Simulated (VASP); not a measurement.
The system is MoS2.

```
CELL_PARAMETERS angstrom
0.00000 2.93240 2.93240
2.93240 0.00000 2.93240
2.93240 2.93240 0.00000
ATOMIC_POSITIONS crystal
Mo 0.00000 0.00000 0.00000
S 0.25000 0.25000 0.25000
S 0.75000 0.75000 0.75000
```

The cell was built by a generator and needn't be a form met in nature.

Base run:

```yaml
Program: VASP 6.6.1
Functional: PBE
Potentials_or_basis: VASP PAW PBE potentials, release 64 (Mo_sv, S)
Cutoff: 520 eV
k_mesh: 6 × 6 × 6
Occupations: fermi-dirac, width 0.02 eV
Spin: no spin polarisation
```

Its results: band gap on the k mesh none (metal or under the smearing width); pressure 0.8 GPa.

Task: The run is repeated on the same cell with these changes: k mesh from 6 × 6 × 6 to 6 × 6 × 6, shifted; further incar settings from ALGO = Fast; EDIFF = 1e-07; NBANDS = 20 to ALGO = Fast; EDIFF = 1e-06; NBANDS = 20. What comes out?

Result: Band gap on the k mesh none (metal or under the smearing width); pressure 0.2 GPa.

Not every run made on this cell is shown here.
